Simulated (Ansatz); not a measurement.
## SCF log, Co

Co is taken as an experimental structure (space group Fm-3m, primitive cell doubled), 2 atoms in the cell. The computed pressure is over 10 GPa in size, so the cell is far from the computed equilibrium volume (the chosen U may not suit it). Source: COD entry 9012928; the sample's temperature and pressure aren't taken into account, and it need not be the stable phase.

Computed with DFT, PBE+U, PAW, plane waves, scalar-relativistic (Ansatz).

Input:

```yaml
crystal:
  lattice:
    - [0.0, 3.573, 3.573]
    - [1.7865, 0.0, 1.7865]
    - [1.7865, 1.7865, 0.0]
  atoms:
    - { symbol: Co, position: [0.0, 0.0, 0.0], spin: 3.0 }
    - { symbol: Co, position: [0.5, 0.0, 0.0], spin: -3.0 }
  symmetry: { detect: false, time_reversal: true }
magnetization:
  spin_polarized: true
hamiltonian:
  xc: pbe
  pseudopotentials: { kind: paw }
  hubbard:
    sites:
      - { site: 0, l: d, u_eff: 6.2, starting_ns: [{ spin: up, occupation_matrix: s0up }, { spin: down, occupation_matrix: s0down }] }
      - { site: 1, l: d, u_eff: 6.2, starting_ns: [{ spin: up, occupation_matrix: s1up }, { spin: down, occupation_matrix: s1down }] }
    occupation_matrices:
      s0up:
        matrix:
          - [0.999999, 0.0, 0.0, 0.0, 0.0]
          - [0.0, 0.999999, 0.0, 0.0, 0.0]
          - [0.0, 0.0, 0.999999, 0.0, 0.0]
          - [0.0, 0.0, 0.0, 0.999999, 0.0]
          - [0.0, 0.0, 0.0, 0.0, 0.999999]
      s0down:
        matrix:
          - [0.766445, -0.261546, -0.249877, 0.181143, 0.12389]
          - [-0.261546, 0.53725, 0.052123, 0.349139, 0.235776]
          - [-0.249877, 0.052123, 0.083941, -0.092081, -0.057089]
          - [0.181143, 0.349139, -0.092081, 0.733519, -0.17966]
          - [0.12389, 0.235776, -0.057089, -0.17966, 0.878845]
      s1down:
        matrix:
          - [0.999999, 0.0, 0.0, 0.0, 0.0]
          - [0.0, 0.999999, 0.0, 0.0, 0.0]
          - [0.0, 0.0, 0.999999, 0.0, 0.0]
          - [0.0, 0.0, 0.0, 0.999999, 0.0]
          - [0.0, 0.0, 0.0, 0.0, 0.999999]
      s1up:
        matrix:
          - [0.548019, -0.100641, 0.242521, -0.421219, -0.036374]
          - [-0.100641, 0.977149, 0.061905, -0.090794, 0.011094]
          - [0.242521, 0.061905, 0.727916, 0.172165, -0.325214]
          - [-0.421219, -0.090794, 0.172165, 0.58702, -0.164673]
          - [-0.036374, 0.011094, -0.325214, -0.164673, 0.159895]
basis:
  ecutwfc: 420
kpoints:
  mp_grid: { grid: [6, 12, 12] }
scf:
  occupations: { method: fermi_dirac, width: 0.1 }
  lower_state_search: "off"
  max_iter: 200
output:
  forces: true
  stress: true
```

Program output, abridged:

```
Co: projections on atomic orbitals take those of the free atom [Ne] 3s2 3p6 3d7 4s2, of charge +0.00 (hamiltonian.pseudopotentials.projection_atoms); the dataset's partial waves leave at most 1.4e-6 of an orbital's norm unspanned inside its sphere
Pseudopotentials: kind: paw
Pseudopotential: Co, paw, valence charge 17, recommended cutoff 420 eV (normal), Co.paw.azcp
Functional definition: PBE
Crystal: 2 atoms, lattice volume = 22.807 Å³
Basis set: ecut = 420 eV, 457 PW (Γ), exchange–correlation on 72×36×36 points (8 copies of the dense FFT grid, shifted against one another)
Bands: 24, of which v1, the nominal top of the filled ones, is band 17 counted from 1 (16 counted from 0)
Symmetry: 1 space group operations
k-points: 436 of 864 (time reversal used)
Non-local potential: Co, projectors of the file, l = 0: 3, l = 1: 2, l = 2: 3, l = 3: 1
Initial density: superposition of atomic densities (chi_scale 0.1, normalization cell)
Starting moments: Σ|m| = 6 μB on 2 of 2 sites
Initial wavefunctions: pseudopotential atomic-orbital guess
Functional: x = pbe(κ = 0.804, μ = 0.2195149727645171), c = pbe(β = 0.06672455060314922)
SCF iter   1: F=—  HF=-10244.811151 eV  |F-HF|=—  |Δ(HF+E_count)|=         —  Δρ=1.59e-1 (↑1.59e-1 ↓1.41e-1)  dr2=1.66e0  dr2_m=3.44e0  M=-0.004 μB ∫|m|=4.054 μB  β_m=0.30  ethr=3.10e-3  ⟨swp⟩=5.0  Hψ=78153  notcnv=0  defer=440
preconditioner: auto → none  [metal: Δε(μ)=0.003 eV  Ē_g=13.351 eV  σ=0.100 eV  W_gap=0.01  n_scr=2 (ndim 8)  ℏωp=33.0 eV  f_vac=0.000  D(μ)=0.60/eV (n_scr^D=2)  sad-step TF]
SCF iter   2: F=—  HF=-10245.168226 eV  |F-HF|=—  |Δ(HF+E_count)|=   3.57e-1  Δρ=1.12e-1 (↑1.12e-1 ↓1.01e-1)  dr2=5.89e-1  dr2_m=1.86e0  M=-0.007 μB ∫|m|=4.018 μB  β_m=0.30  ethr=3.10e-3  ⟨swp⟩=2.9  Hψ=39970  notcnv=0  defer=1199
SCF iter   3: F=—  HF=-10245.403326 eV  |F-HF|=—  |Δ(HF+E_count)|=   2.35e-1  Δρ=7.19e-2 (↑7.19e-2 ↓6.90e-2)  dr2=6.95e-2  dr2_m=9.75e-1  M=-0.010 μB ∫|m|=3.998 μB  β_m=0.30  ethr=1.73e-3  ⟨swp⟩=2.7  Hψ=34596  notcnv=0  defer=1199
SCF iter   4: F=—  HF=-10245.629271 eV  |F-HF|=—  |Δ(HF+E_count)|=   2.26e-1  Δρ=5.01e-2 (↑4.92e-2 ↓5.01e-2)  dr2=6.61e-3  dr2_m=5.08e-1  M=-0.009 μB ∫|m|=3.981 μB  β_m=0.30  ethr=2.05e-4  ⟨swp⟩=2.9  Hψ=45405  notcnv=0  defer=1230
SCF iter   5: F=—  HF=-10245.767873 eV  |F-HF|=—  |Δ(HF+E_count)|=   1.39e-1  Δρ=3.69e-2 (↑3.63e-2 ↓3.69e-2)  dr2=2.94e-3  dr2_m=2.77e-1  M=-0.008 μB ∫|m|=3.965 μB  β_m=0.30  ethr=1.94e-5  ⟨swp⟩=2.0  Hψ=39081  notcnv=0  defer=1225
SCF iter   6: F=—  HF=-10245.853082 eV  |F-HF|=—  |Δ(HF+E_count)|=   8.52e-2  Δρ=2.72e-2 (↑2.72e-2 ↓2.68e-2)  dr2=9.23e-4  dr2_m=1.52e-1  M=-0.006 μB ∫|m|=3.952 μB  β_m=0.30  ethr=8.65e-6  ⟨swp⟩=2.1  Hψ=38506  notcnv=0  defer=1225
SCF iter   7: F=—  HF=-10245.907914 eV  |F-HF|=—  |Δ(HF+E_count)|=   5.48e-2  Δρ=2.04e-2 (↑2.01e-2 ↓2.04e-2)  dr2=9.52e-4  dr2_m=8.49e-2  M=-0.006 μB ∫|m|=3.943 μB  β_m=0.30  ethr=2.71e-6  ⟨swp⟩=2.0  Hψ=35192  notcnv=0  defer=1223
Mixer restart at iter 7: flushing history
spin-set hold released at iteration 7 (site moments contracting): the magnetisation degrees of freedom join the quasi-Newton model from the next iteration; the mixer history was flushed
SCF iter   8: F=—  HF=-10245.948030 eV  |F-HF|=—  |Δ(HF+E_count)|=   4.01e-2  Δρ=1.62e-2 (↑1.62e-2 ↓1.50e-2)  dr2=1.77e-3  dr2_m=4.89e-2  M=-0.004 μB ∫|m|=3.936 μB  β_m=0.57  ethr=2.71e-6  ⟨swp⟩=2.1  Hψ=34276  notcnv=0  defer=1222
SCF iter   9: F=—  HF=-10246.077024 eV  |F-HF|=—  |Δ(HF+E_count)|=   1.29e-1  Δρ=1.06e-2 (↑1.06e-2 ↓8.63e-3)  dr2=2.60e-2  dr2_m=7.71e-3  M=-0.009 μB ∫|m|=3.918 μB  β_m=0.82  ethr=2.71e-6  ⟨swp⟩=2.6  Hψ=45298  notcnv=0  defer=1213
SCF iter  10: F=—  HF=-10246.165676 eV  |F-HF|=—  |Δ(HF+E_count)|=   8.87e-2  Δρ=1.97e-2 (↑1.97e-2 ↓1.70e-2)  dr2=2.06e-1  dr2_m=6.38e-3  M=0.020 μB ∫|m|=3.907 μB  β_m=0.17  ethr=2.71e-6  ⟨swp⟩=3.1  Hψ=54413  notcnv=0  defer=1212  recentre
SCF iter  11: F=—  HF=-10246.142970 eV  |F-HF|=—  |Δ(HF+E_count)|=   2.27e-2  Δρ=7.93e-3 (↑7.93e-3 ↓5.01e-3)  dr2=3.24e-3  dr2_m=5.77e-3  M=-0.004 μB ∫|m|=3.918 μB  β_m=0.12  ethr=2.71e-6  ⟨swp⟩=2.7  Hψ=47472  notcnv=0  defer=1205
SCF iter  12: F=—  HF=-10246.212661 eV  |F-HF|=—  |Δ(HF+E_count)|=   6.97e-2  Δρ=6.41e-3 (↑6.41e-3 ↓4.34e-3)  dr2=2.51e-3  dr2_m=3.91e-3  M=-0.008 μB ∫|m|=3.916 μB  β_m=0.62  ethr=2.71e-6  ⟨swp⟩=2.0  Hψ=42193  notcnv=0  defer=1208
[... 37 iterations left out ...]
SCF iter  50: F=—  HF=-10246.625101 eV  |F-HF|=—  |Δ(HF+E_count)|=   8.73e-5  Δρ=2.58e-4 (↑2.58e-4 ↓4.40e-5)  dr2=2.08e-6  dr2_m=3.88e-6  M=-0.021 μB ∫|m|=3.915 μB  β_m=0.04  ethr=6.16e-9  ⟨swp⟩=2.1  Hψ=33708  notcnv=0  defer=1374
SCF iter  51: F=—  HF=-10246.624945 eV  |F-HF|=—  |Δ(HF+E_count)|=   1.55e-4  Δρ=2.57e-4 (↑2.57e-4 ↓4.48e-5)  dr2=2.10e-6  dr2_m=3.86e-6  M=-0.021 μB ∫|m|=3.915 μB  β_m=0.08  ethr=6.13e-9  ⟨swp⟩=2.2  Hψ=34369  notcnv=0  defer=1374
SCF iter  52: F=—  HF=-10246.624603 eV  |F-HF|=—  |Δ(HF+E_count)|=   3.42e-4  Δρ=2.53e-4 (↑2.53e-4 ↓4.48e-5)  dr2=2.03e-6  dr2_m=3.75e-6  M=-0.021 μB ∫|m|=3.915 μB  β_m=0.41  ethr=6.13e-9  ⟨swp⟩=2.5  Hψ=35953  notcnv=0  defer=1374
SCF iter  53: F=—  HF=-10246.622798 eV  |F-HF|=—  |Δ(HF+E_count)|=   1.80e-3  Δρ=4.90e-4 (↑4.90e-4 ↓9.50e-5)  dr2=1.12e-5  dr2_m=1.46e-5  M=-0.022 μB ∫|m|=3.914 μB  β_m=1.00  ethr=5.96e-9  ⟨swp⟩=3.6  Hψ=49737  notcnv=0  defer=1372  recentre
SCF iter  54: F=—  HF=-10246.623182 eV  |F-HF|=—  |Δ(HF+E_count)|=   3.84e-4  Δρ=4.40e-4 (↑4.40e-4 ↓9.50e-5)  dr2=1.05e-5  dr2_m=1.20e-5  M=-0.022 μB ∫|m|=3.914 μB  β_m=0.47  ethr=5.96e-9  ⟨swp⟩=2.8  Hψ=41659  notcnv=0  defer=1370
SCF iter  55: F=—  HF=-10246.624613 eV  |F-HF|=—  |Δ(HF+E_count)|=   1.43e-3  Δρ=2.69e-4 (↑2.69e-4 ↓6.56e-5)  dr2=4.14e-6  dr2_m=4.00e-6  M=-0.021 μB ∫|m|=3.915 μB  β_m=1.00  ethr=5.96e-9  ⟨swp⟩=3.4  Hψ=47703  notcnv=0  defer=1372
SCF iter  56: F=—  HF=-10246.622418 eV  |F-HF|=—  |Δ(HF+E_count)|=   2.20e-3  Δρ=7.47e-4 (↑7.47e-4 ↓1.12e-4)  dr2=2.85e-5  dr2_m=3.32e-5  M=-0.022 μB ∫|m|=3.914 μB  β_m=1.00  ethr=5.96e-9  ⟨swp⟩=3.5  Hψ=52264  notcnv=0  defer=1373  recentre
SCF iter  57: F=—  HF=-10246.622734 eV  |F-HF|=—  |Δ(HF+E_count)|=   3.16e-4  Δρ=5.68e-4 (↑5.68e-4 ↓1.24e-4)  dr2=2.12e-5  dr2_m=1.81e-5  M=-0.023 μB ∫|m|=3.914 μB  β_m=0.68  ethr=5.96e-9  ⟨swp⟩=2.2  Hψ=36928  notcnv=0  defer=1371
SCF iter  58: F=—  HF=-10246.624618 eV  |F-HF|=—  |Δ(HF+E_count)|=   1.88e-3  Δρ=3.03e-4 (↑3.03e-4 ↓7.04e-5)  dr2=3.10e-6  dr2_m=5.62e-6  M=-0.021 μB ∫|m|=3.915 μB  β_m=1.00  ethr=5.96e-9  ⟨swp⟩=3.6  Hψ=50788  notcnv=0  defer=1371
SCF iter  59: F=—  HF=-10246.625250 eV  |F-HF|=—  |Δ(HF+E_count)|=   6.32e-4  Δρ=3.53e-4 (↑3.53e-4 ↓1.62e-4)  dr2=2.13e-5  dr2_m=5.05e-6  M=-0.020 μB ∫|m|=3.915 μB  β_m=0.17  ethr=5.96e-9  ⟨swp⟩=3.2  Hψ=46530  notcnv=0  defer=1373
SCF iter  60: F=—  HF=-10246.625961 eV  |F-HF|=—  |Δ(HF+E_count)|=   7.11e-4  Δρ=3.74e-4 (↑3.74e-4 ↓8.58e-5)  dr2=6.17e-6  dr2_m=8.21e-6  M=-0.019 μB ∫|m|=3.915 μB  β_m=1.00  ethr=5.96e-9  ⟨swp⟩=3.2  Hψ=46099  notcnv=0  defer=1374
SCF iter  61: F=—  HF=-10246.627558 eV  |F-HF|=—  |Δ(HF+E_count)|=   1.60e-3  Δρ=1.24e-3 (↑1.24e-3 ↓1.56e-4)  dr2=1.19e-4  dr2_m=8.32e-5  M=-0.014 μB ∫|m|=3.914 μB  β_m=0.13  ethr=5.96e-9  ⟨swp⟩=3.6  Hψ=51819  notcnv=0  defer=1380  recentre
SCF iter  62: F=—  HF=-10246.627013 eV  |F-HF|=—  |Δ(HF+E_count)|=   5.46e-4  Δρ=3.12e-4 (↑3.12e-4 ↓1.09e-4)  dr2=6.82e-6  dr2_m=5.26e-6  M=-0.017 μB ∫|m|=3.915 μB  β_m=0.11  ethr=5.96e-9  ⟨swp⟩=3.6  Hψ=52278  notcnv=0  defer=1383
SCF iter  63: F=—  HF=-10246.628295 eV  |F-HF|=—  |Δ(HF+E_count)|=   1.28e-3  Δρ=1.87e-3 (↑1.87e-3 ↓1.54e-4)  dr2=2.01e-4  dr2_m=1.88e-4  M=-0.010 μB ∫|m|=3.913 μB  ethr=5.96e-9  ⟨swp⟩=1.0  Hψ=79728  notcnv=0
Mixer restart at iter 63: flushing history
iteration 63: the SCF's residuals had fallen too slowly under its mixing. It goes on by minimising its free energy, and can end on another state than longer mixing would; under `scf.algorithm: density_mixing` no SCF does so, but by `scf.convergence.dm_fallback`
SCF iter  64: F=—  HF=-10246.632129 eV  |F-HF|=—  |Δ(HF+E_count)|=   3.83e-3  Δρ=3.19e-4 (↑3.19e-4 ↓2.02e-4)  dr2=1.50e-5  dr2_m=9.79e-6  M=-0.006 μB ∫|m|=3.914 μB  ethr=5.96e-9  ⟨swp⟩=4.9  Hψ=131459  notcnv=0
SCF iter  65: F=—  HF=-10246.667196 eV  |F-HF|=—  |Δ(HF+E_count)|=   3.51e-2  Δρ=5.17e-3 (↑4.73e-3 ↓5.17e-3)  dr2=1.86e-2  dr2_m=2.38e-4  M=0.005 μB ∫|m|=3.916 μB  ethr=5.96e-9  ⟨swp⟩=5.5  Hψ=122786  notcnv=0
SCF iter  66: F=—  HF=-10246.666230 eV  |F-HF|=—  |Δ(HF+E_count)|=   9.65e-4  Δρ=1.75e-3 (↑1.75e-3 ↓1.41e-3)  dr2=1.26e-3  dr2_m=1.83e-5  M=-0.000 μB ∫|m|=3.918 μB  ethr=5.96e-9  ⟨swp⟩=4.8  Hψ=115307  notcnv=0
SCF iter  67: F=—  HF=-10246.666654 eV  |F-HF|=—  |Δ(HF+E_count)|=   4.23e-4  Δρ=8.22e-5 (↑8.09e-5 ↓8.22e-5)  dr2=1.22e-6  dr2_m=1.06e-6  M=-0.000 μB ∫|m|=3.918 μB  ethr=5.96e-9  ⟨swp⟩=4.0  Hψ=99795  notcnv=0
SCF iter  68: F=-10246.666666 eV  HF=-10246.666666 eV  |F-HF|=1.02e-8  |Δ(HF+E_count)|=   1.28e-5  Δρ=1.02e-5 (↑1.02e-5 ↓8.99e-6)  dr2=2.36e-8  dr2_m=1.02e-8  M=0.000 μB ∫|m|=3.918 μB  ethr=2.94e-10  ⟨swp⟩=5.0  Hψ=104297  notcnv=0
SCF iter  69: F=-10246.666666 eV  HF=-10246.666666 eV  |F-HF|=1.02e-8  |Δ(HF+E_count)|=  1.82e-12  Δρ=1.02e-5 (↑1.02e-5 ↓8.99e-6)  dr2=2.36e-8  dr2_m=1.02e-8  M=0.000 μB ∫|m|=3.918 μB  ethr=6.94e-11  ⟨swp⟩=2.6  Hψ=95149  notcnv=0
WARN: hamiltonian.hubbard: on 2 of 4 specified blocks the occupation matrix of this SCF's result fails the test of the specified filling. At site 0 ↓ (sites count from 0 in the list of atoms of the cell that this SCF solves) the least filled combination of the orbitals specified full has occupation 0.279, and the fullest combination of the orbitals specified empty has occupation 0.719; the filling counts as kept where the first is at least 0.75 and exceeds the second by more than 0.25. The same holds at site 1 ↑. [...]
the last iteration of the SCF fills more bands at one k-point than at another: 16 at σ=↑ k=26 and 18 at σ=↑ k=0; 16 at σ=↓ k=13 and 18 at σ=↓ k=0 (a band counts as filled where it holds over half of its capacity, the bands of one level by their mean; [...]
SCF 1 converged in 69 iterations: F = -10246.666666 eV  dr2 = 2.36e-8
  greatest PAW one-centre occupation: 1.003 electrons in one spin orbital (limit 2), on the Co atom at site 1 (counted from 0), in its partial waves of l = 1
SCF converged after 69 iterations
Stability not told: the SCF's own minimisation came to no verdict on its close; the lowest value that the minimisation read is 2.7e-2 (residual 2.5e-3): no lower mode is shown, and none is ruled out
Magnetization: 0.0000 μB (17.0000 up, 17.0000 down)
Absolute magnetization: 3.9176 μB (∫|ρ↑−ρ↓|, with the PAW one-centre terms)
Spin contamination: 1.9838 ħ² per cell (⟨S²⟩ above its minimum at these occupations)
Per-site moments (μB) at R_I (Å): [(1.8887, 1.0421), (-1.8887, 1.0421)]
Free energy (F): -10246.666666 eV
Harris-Foulkes:  -10246.666666 eV  (|F-HF|=1.02e-8)
Internal energy: -10246.650170 eV  (E = F + TS)
E sigma→0 (E₀):  -10246.658418 eV
Entropy (-TS):   -0.016496 eV (-8.248 meV/atom)
Fermi energy:    18.075469 eV
--- Per-component energies (eV) ---
  E_band       = -532.748007
  E_kinetic    = 906.998112
  E_local      = -5856.316485  (includes V_loc(G=0)·N_el)
  E_nonlocal   = 933.624788
  E_hartree    = 2468.172657
  E_xc         = -315.621525
  E_vxc        = -407.074088  (∫ρ·V_xc dr)
  E_hubbard    = 2.384244  (on-site DFT+U / exact-exchange correction)
  E_vhub       = -43.470263  (the Hubbard potential's part of the band-sum identity)
  E_paw        = -3045.871876  (= ΣΔE_a)
  E_vpaw       = -1002.861369  (= ΣTr[D̂ρ^β])
  E_aug_tail   = 0.000137  (compensation charges beyond the density's cutoff)
  E_ewald      = -5340.020223
  E_smearing   = -0.016496  (= −TS)
  E_closure    = 0.000000  (closes the sum)
  Σ components = -10246.666666   (vs F -10246.666666, Δ=0.00e0)
--- Specified on-site occupations, and those of the state reported ---
  electrons in the specified blocks: 16.0000 specified, 15.5609 found
  site 1 (l=d) ↑: largest change of an orbital's occupation 0.8865; electrons 3.0000 specified, 2.9126 found; spectral distance 0.1231
  site 0 (l=d) ↓: largest change of an orbital's occupation 0.8229; electrons 3.0000 specified, 2.9126 found; spectral distance 0.1231
  site 0 (l=d) ↑: largest change of an orbital's occupation 0.0362; electrons 5.0000 specified, 4.8678 found; spectral distance 0.0607
  site 1 (l=d) ↓: largest change of an orbital's occupation 0.0362; electrons 5.0000 specified, 4.8678 found; spectral distance 0.0607
--- Forces (eV/Å), atoms counted from 1 ---
  atom   1  Co    -0.00003101     0.00003373     0.00003605
  atom   2  Co     0.00003437    -0.00003641    -0.00003548
  max |Σ_I F_I| component: 3.36e-6 eV/Å
--- Stress (GPa, compression-positive) ---
       35.988000      -2.789904      -2.785683
       -2.789021      35.988552       2.788926
       -2.785969       2.789356      35.988568
  P = ⅓ Tr σ = 35.9884 GPa (359.884 kbar)
--- Band table (eV; the first three rows and the last of 872) ---
  k-point 0 ↑: bands = ["-77.2832", "-75.0652", "-40.5820", "-40.5003", "-40.5001", "-38.4312", "-38.2927", "-38.2926", "8.9060", "11.2946", "12.8394", "12.8399", "13.7688", "13.7692", "13.9425", "15.5021", "15.5026", "17.3438", "22.3363", "22.3368", "23.9203", "38.4578", "39.9114", "41.6539"]
  k-point 1 ↑: bands = ["-77.2803", "-75.0623", "-40.5794", "-40.5150", "-40.5040", "-38.4303", "-38.3088", "-38.2965", "9.1715", "11.4430", "12.7668", "12.8530", "13.6419", "13.7523", "14.0079", "15.1980", "15.4962", "17.8065", "22.2828", "22.3754", "24.1742", "37.5707", "39.2561", "40.0068"]
  k-point 2 ↑: bands = ["-77.2730", "-75.0548", "-40.5723", "-40.5556", "-40.5138", "-38.4274", "-38.3525", "-38.3069", "9.9148", "11.7864", "12.5702", "12.7091", "13.6209", "13.7020", "14.1944", "14.8552", "15.5175", "18.5325", "22.1447", "22.4397", "25.0153", "35.0324", "36.0749", "37.6605"]
  k-point 435 ↓: bands = ["-77.2508", "-75.0281", "-40.7174", "-40.5528", "-40.5429", "-38.5286", "-38.4143", "-38.3500", "11.1467", "11.5013", "13.2209", "13.5117", "13.5669", "14.2308", "15.0174", "15.1148", "19.1336", "19.8376", "21.4405", "22.2009", "26.2236", "27.0469", "31.9707", "32.6541"]
```

Among 15 converged runs of this cell from various starts and settings, this end is 8.2 meV/atom above the lowest found (antiferromagnetic, site moments Co1 1.89, Co2 -1.89 μB, total 0.00 μB per cell, no gap on the k-mesh).

A static U favours moments and orbital order; the result depends on U and need not be the measured state. The U is a test value, not one fitted to this metal, and a U on a metal's d shells tends to overstate moments. The mesh is too coarse to rank close states of a metal with certainty: differences of some tens of meV/atom may change, at times in sign.

The run took 4.2 min on 2 threads of Arm Neoverse V2, on a shared host, peak memory 1.7 GiB.
